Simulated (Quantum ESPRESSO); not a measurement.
The system is PtS2.

```
Pt S
1.0
     3.54320    0.00000    0.00000
    -1.77160    3.06850    0.00000
     0.00000    0.00000    5.03880
Pt S
1 2
Cartesian
  0.0000 0.0000 0.0000
  1.7716 1.0228 3.8950
  0.0000 2.0457 1.1438
```

Base run:

* Program: Quantum ESPRESSO 7.5
* Functional: PBEsol
* Potentials or basis: GBRV 1.5 PBEsol
* Cutoff: 612 eV
* Density cutoff: 4898 eV
* k mesh: 9 × 9 × 5
* Occupations: fermi-dirac, width 0.05 eV
* Spin: no spin polarisation

Its results: band gap on the k mesh 0.95 eV, indirect (least direct gap 0.99 eV); pressure 6.0 GPa; largest force 0.940 eV/Å.

Question: The run is repeated on the same cell with these changes: functional from PBEsol to PBE; potentials or basis from GBRV 1.5 PBEsol to SSSP 1.3 efficiency PBE; cutoff from 612 eV to 748 eV; density cutoff from 4898 eV to 5987 eV. What comes out?

Answer: Band gap on the k mesh 1.02 eV, indirect (least direct gap 1.06 eV); pressure 11.4 GPa; largest force 1.246 eV/Å.

Caveats: spin-orbit coupling is left out, which moves the levels of the heavy elements; an odd mesh through Γ misses points on the zone boundary, where band edges often lie; forces of over 1 eV/Å show positions far from the minimum, so gaps and moduli don't describe the material at rest (some runs).

Not every run made on this cell is shown here.
